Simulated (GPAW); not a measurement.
# ZrO2 (Fm-3m) in GPAW: atomic charges with RPBE

Aim: the atomic charges of ZrO2 with RPBE.

Everything below comes from runs of GPAW 26.7.0. Logs are shortened: lines on timing, memory, paths and dates and some standing lists are left out, and cuts for length are marked. The log counts tension as positive stress, the text compression.

## Step 1: The crystal as given

The structure is cubic, space group Fm-3m (No. 225). The conventional cell has a = 5.090 Å, b = 5.090 Å, c = 5.090 Å, α = 90.00°, β = 90.00°, γ = 90.00°. Zr (site symmetry m-3m) is surrounded by 8 O at 2.20 Å. O (site symmetry -43m) has 4 Zr at 2.20 Å as nearest neighbours.

Measurements of this composition are mostly on another form, of space group No. 14.

## Step 2: Atomic charges, RPBE

The input, run.py:

```python
import numpy as np
from ase.dft.bandgap import bandgap
from ase.io import read, write
from ase.units import Bohr, GPa
from gpaw import GPAW, PW
from gpaw.analyse.hirshfeld import HirshfeldPartitioning

atoms = read('ZrO2.cif')

calc = GPAW(mode=PW(800),
            xc='RPBE',
            kpts={'size': (9, 9, 9), 'gamma': True},
            occupations={'name': 'fermi-dirac', 'width': 0.05},
            nbands=24,
            convergence={'density': 1e-05, 'energy': 1e-05},
            maxiter=150,
            legacy_gpaw=True,
            txt='gpaw.txt')
atoms.calc = calc
energy = atoms.get_potential_energy()
forces = atoms.get_forces()
stress = atoms.get_stress()
calc.write('gs.gpw')
write('result.traj', atoms)
print(f'Energy: {energy:.6f} eV')
print('Forces (eV/A):')
print(forces.round(4))
print('Stress (GPa):', (stress / GPa).round(3))
print('Fermi level:', round(calc.get_fermi_level(), 4), 'eV')
print(f'Gap: {bandgap(calc)[0]:.4f} eV, direct: {bandgap(calc, direct=True)[0]:.4f} eV')

hirshfeld = HirshfeldPartitioning(calc)
print('Hirshfeld charges:', *np.round(hirshfeld.get_charges(), 4))
print('Hirshfeld volume ratios:', *np.round(hirshfeld.get_effective_volume_ratios(), 4))

# fields on the real-space grid
write('density.cube', atoms, data=calc.get_pseudo_density() * Bohr**3)
write('potential.cube', atoms, data=calc.get_electrostatic_potential())
```

The input, ZrO2.cif:

```cif
data_ZrO2
_cell_length_a 3.59927634
_cell_length_b 3.59927634
_cell_length_c 3.59927634
_cell_angle_alpha 60.00000000
_cell_angle_beta 60.00000000
_cell_angle_gamma 60.00000000
_space_group_name_H-M_alt 'P1'
_space_group_name_Hall 'P 1'
_space_group_IT_number 1
loop_
_space_group_symop_operation_xyz
'x,y,z'
loop_
_atom_site_label
_atom_site_type_symbol
_atom_site_symmetry_multiplicity
_atom_site_Wyckoff_symbol
_atom_site_fract_x
_atom_site_fract_y
_atom_site_fract_z
_atom_site_occupancy
Zr1 Zr 1 a 0.0000000000 0.0000000000 0.0000000000 1
O1 O 1 a 0.7500000000 0.7500000000 0.7500000000 1
O2 O 1 a 0.2500000000 0.2500000000 0.2500000000 1
```

Potentials or basis: the program's PAW data sets (release 1.2.1) made for this functional, pw.

Started as:

```console
$ OMP_NUM_THREADS=1 python run.py
```

gpaw.txt:

```text
___ ___ ___ _ _ _
 |   |   |_  | | | |
 | | | | | . | | | |
 |__ |  _|___|_____|  26.7.0
 |___|_|

Input parameters:
  convergence: {density: 1e-05,
                energy: 1e-05}
  kpts: {gamma: True,
         size: (9, 9, 9)}
  maxiter: 150
  mode: {ecut: 800.0,
         name: pw}
  nbands: 24
  occupations: {name: fermi-dirac,
                width: 0.05}
  xc: RPBE

System changes: positions, numbers, cell, pbc, initial_charges, initial_magmoms

Initialize ...

species:
  Zr:
    name:    Zirconium
    Z:       40.0
    valence: 12
    core:    28
    charge:  0.0  # [|e|]
    compensation charges:
      type: gauss
      rc: 0.40  # [Å]
      lmax: 2
    cutoffs:
      filter: 2.39  # [Å]
      core: 1.59  # [Å]
    projectors
    | kind |    occ | energy [eV] | rcut [Å] |
    |------|--------|-------------|----------|
    |   4s |  2.000 |     -54.482 |    1.323 |
    |   5s |  2.000 |      -4.384 |    1.323 |
    |   4p |  6.000 |     -32.476 |    1.334 |
    |   5p |  0.000 |      -1.468 |    1.334 |
    |   4d |  2.000 |      -3.570 |    1.244 |
    |    d |        |      23.642 |    1.244 |

    Using partial waves for Zr as LCAO basis

  O:
    name:    Oxygen
    Z:       8.0
    valence: 6
    core:    2
    charge:  0.0  # [|e|]
    compensation charges:
      type: gauss
      rc: 0.21  # [Å]
      lmax: 2
    cutoffs:
      filter: 1.17  # [Å]
      core: 0.83  # [Å]
    projectors
    | kind |    occ | energy [eV] | rcut [Å] |
    |------|--------|-------------|----------|
    |   2s |  2.000 |     -24.041 |    0.688 |
    |   2p |  4.000 |      -8.984 |    0.598 |
    |    s |        |       3.170 |    0.688 |
    |    p |        |      18.228 |    0.598 |
    |    d |        |       0.000 |    0.619 |

    Using partial waves for O as LCAO basis

Reference energy: -101986.757761  # eV

Spin-paired calculation

Convergence criteria:
 Maximum [total energy] change in last 3 cyles: 1e-05 eV / valence electron
 Maximum integral of absolute [dens]ity change: 1e-05 electrons / valence electron
 Maximum integral of absolute [eigenst]ate change: 4e-08 eV^2 / valence electron
 Maximum number of scf [iter]ations: 150
 (Square brackets indicate name in SCF output, whereas a 'c' in
 the SCF output indicates the quantity has converged.)

Symmetries present (total): 48

  ( 1  0  0)  ( 1  0  0)  ( 1  0  0)  ( 1  0  0)  ( 1  0 -1)  ( 1  0 -1)
  ( 1  0 -1)  ( 1 -1  0)  ( 0  1  0)  ( 0  0  1)  ( 1  0  0)  ( 1 -1  0)
  ( 1 -1  0)  ( 1  0 -1)  ( 0  0  1)  ( 0  1  0)  ( 1 -1  0)  ( 1  0  0)

  ( 1  0 -1)  ( 1  0 -1)  ( 1 -1  0)  ( 1 -1  0)  ( 1 -1  0)  ( 1 -1  0)
  ( 0  1 -1)  ( 0  0 -1)  ( 1  0  0)  ( 1  0 -1)  ( 0 -1  1)  ( 0 -1  0)
  ( 0  0 -1)  ( 0  1 -1)  ( 1  0 -1)  ( 1  0  0)  ( 0 -1  0)  ( 0 -1  1)

  ( 0  1  0)  ( 0  1  0)  ( 0  1  0)  ( 0  1  0)  ( 0  1 -1)  ( 0  1 -1)
  ( 1  0  0)  ( 0  1 -1)  ( 0  0  1)  (-1  1  0)  ( 1  0 -1)  ( 0  1  0)
  ( 0  0  1)  (-1  1  0)  ( 1  0  0)  ( 0  1 -1)  ( 0  0 -1)  (-1  1  0)

  ( 0  1 -1)  ( 0  1 -1)  ( 0  0  1)  ( 0  0  1)  ( 0  0  1)  ( 0  0  1)
  ( 0  0 -1)  (-1  1  0)  ( 1  0  0)  ( 0  1  0)  ( 0 -1  1)  (-1  0  1)
  ( 1  0 -1)  ( 0  1  0)  ( 0  1  0)  ( 1  0  0)  (-1  0  1)  ( 0 -1  1)

  ( 0  0 -1)  ( 0  0 -1)  ( 0  0 -1)  ( 0  0 -1)  ( 0 -1  1)  ( 0 -1  1)
  ( 1  0 -1)  ( 0  1 -1)  ( 0 -1  0)  (-1  0  0)  ( 1 -1  0)  ( 0  0  1)
  ( 0  1 -1)  ( 1  0 -1)  (-1  0  0)  ( 0 -1  0)  ( 0 -1  0)  (-1  0  1)

  ( 0 -1  1)  ( 0 -1  1)  ( 0 -1  0)  ( 0 -1  0)  ( 0 -1  0)  ( 0 -1  0)
  ( 0 -1  0)  (-1  0  1)  ( 1 -1  0)  ( 0  0 -1)  ( 0 -1  1)  (-1  0  0)
  ( 1 -1  0)  ( 0  0  1)  ( 0 -1  1)  (-1  0  0)  ( 1 -1  0)  ( 0  0 -1)

  (-1  1  0)  (-1  1  0)  (-1  1  0)  (-1  1  0)  (-1  0  1)  (-1  0  1)
  ( 0  1  0)  ( 0  1 -1)  (-1  0  1)  (-1  0  0)  ( 0  0  1)  ( 0 -1  1)
  ( 0  1 -1)  ( 0  1  0)  (-1  0  0)  (-1  0  1)  ( 0 -1  1)  ( 0  0  1)

  (-1  0  1)  (-1  0  1)  (-1  0  0)  (-1  0  0)  (-1  0  0)  (-1  0  0)
  (-1  1  0)  (-1  0  0)  ( 0  0 -1)  ( 0 -1  0)  (-1  1  0)  (-1  0  1)
  (-1  0  0)  (-1  1  0)  ( 0 -1  0)  ( 0  0 -1)  (-1  0  1)  (-1  1  0)

729 k-points: 9 x 9 x 9 Monkhorst-Pack grid
35 k-points in the irreducible part of the Brillouin zone
       k-points in crystal coordinates                weights
   0:     0.00000000    0.00000000    0.00000000          1/729
   1:     0.11111111    0.11111111    0.00000000          6/729
   2:     0.11111111    0.11111111    0.11111111          8/729
   3:     0.22222222    0.11111111    0.11111111         12/729
   4:     0.22222222    0.22222222    0.00000000          6/729
   5:     0.22222222    0.22222222    0.11111111         24/729
   6:     0.22222222    0.22222222    0.22222222          8/729
   7:     0.33333333    0.22222222    0.11111111         24/729
   8:     0.33333333    0.22222222    0.22222222         24/729
   9:     0.33333333    0.33333333   -0.33333333         12/729
          ...
  34:     0.44444444    0.44444444    0.44444444          8/729

Wave functions: Plane wave expansion
  Cutoff energy: 800.000 eV
  Number of coefficients (min, max): 1684, 1719
  Pulay-stress correction: 0.000000 eV/Ang^3 (de/decut=0.000000)
  Using FFTW library
  ScaLapack parameters: grid=1x1, blocksize=None
  Wavefunction extrapolation:
    Improved wavefunction reuse through dual PAW basis

Occupation numbers: Fermi-Dirac:
  width: 0.0500  # eV

Eigensolver
   Davidson(niter=2)

Densities:
  Coarse grid: 24*24*24 grid
  Fine grid: 48*48*48 grid
  Total Charge: 0.000000

Density mixing:
  Method: separate
  Backend: msr1
  Linear mixing parameter: 0.05
  old densities: 10
  Width of damping distribution: 1.1
  Damping of long wavelength oscillations: 20

Hamiltonian:
  XC and Coulomb potentials evaluated on a 48*48*48 grid
  Using the RPBE Exchange-Correlation functional
  External potential:
    NoExternalPotential

XC parameters: RPBE with 2 nearest neighbor stencil

Number of atoms: 3
Number of atomic orbitals: 21
Number of bands in calculation: 24
Number of valence electrons: 24
Bands to converge: occupied

... initialized

Initializing position-dependent things.

Density initialized from atomic densities
Creating initial wave functions:
  21 bands from LCAO basis set
  3 bands from random numbers

                      O

            O
       Zr

Atomic positions and initial magnetic moments

Positions:
   0 Zr     0.000000    0.000000    0.000000    ( 0.0000,  0.0000,  0.0000)
   1 O      5.398915    3.117065    2.204098    ( 0.0000,  0.0000,  0.0000)
   2 O      1.799638    1.039022    0.734699    ( 0.0000,  0.0000,  0.0000)

Unit cell:
           periodic     x           y           z      points  spacing
  1. axis:    yes    3.599276    0.000000    0.000000    24     0.1224
  2. axis:    yes    1.799638    3.117065    0.000000    24     0.1224
  3. axis:    yes    1.799638    1.039022    2.938797    24     0.1224

  Lengths:   3.599276   3.599276   3.599276
  Angles:   60.000000  60.000000  60.000000

Effective grid spacing dv^(1/3) = 0.1336

iter:   1   -30.704613
iter:   2   -29.543605   -0.96  -0.88
iter:   3   -26.604448   -0.79  -0.93
iter:   4   -26.619397   -1.98  -1.45
iter:   5   -26.643892   -2.35  -1.61
iter:   6   -26.643203   -3.62  -2.58
iter:   7   -26.643434   -4.56  -3.04
iter:   8   -26.643423c  -5.57  -3.71
iter:   9   -26.643428c  -6.44  -3.73
iter:  10   -26.643428c  -7.44c -4.31
iter:  11   -26.643428c  -8.15c -5.03c

Converged after 11 iterations.

Dipole moment: (0.000000, 0.000000, -0.000000) |e|*Ang

Energy contributions relative to reference atoms: (reference = -101986.757761)

Kinetic:        +27.100285
Potential:      -30.752337
External:        +0.000000
XC:             -23.640418
Entropy (-ST):   -0.000000
Local:           +0.649041
SIC:             +0.000000
--------------------------
Free energy:    -26.643428
Extrapolated:   -26.643428

Showing only first 2 kpts
 Kpt  Band  Eigenvalues  Occupancy
  0    10      7.75445    2.00000
  0    11      7.75446    2.00000
  0    12     11.67756    0.00000
  0    13     11.67762    0.00000

  1    10      7.78329    2.00000
  1    11      7.78329    2.00000
  1    12     11.81240    0.00000
  1    13     12.07884    0.00000

Fermi level: 9.71661

Gap: 3.446 eV
Transition (v -> c):
  (s=0, k=29, n=11, [0.44, 0.44, -0.11]) -> (s=0, k=0, n=12, [0.00, 0.00, 0.00])
Direct/indirect transitions are different
Direct gap: 3.923 eV
Transition at: (s=0, k=0, n=11, [0.00, 0.00, 0.00])

Forces in eV/Ang:
  0 Zr    0.00000   -0.00000    0.00000
  1 O    -0.00000   -0.00000   -0.00000
  2 O     0.00000    0.00000    0.00000

Stress tensor:
    -0.043031     0.000000     0.000000
     0.000000    -0.043031     0.000000
     0.000000     0.000000    -0.043031
Writing to gs.gpw (mode='')

Initializing position-dependent things.
```

It took 26 s on 1 thread of Intel Xeon at 2.80GHz (Skylake/Cascade Lake), shared host; peak memory 0.32 GiB.

Results:

| Item | Value |
| --- | --- |
| Free energy | -26.6434 eV |
| Pressure | 6.9 GPa |
| Band gap on the k mesh | 3.45 eV, indirect (least direct gap 3.92 eV) |
| Hirshfeld charges | Zr +0.65; O -0.32 e |

Levels at points of the mesh, in eV from the valence-band top:
```tsv
k point	band 9	band 10	band 11	band 12	band 13	band 14	band 15	band 16
(0.00, 0.00, 0.00)	-5.15	-0.48	-0.48	-0.48	3.45	3.45	6.83	9.38
```

Caveat: an odd mesh through Γ misses points on the zone boundary, where band edges often lie.
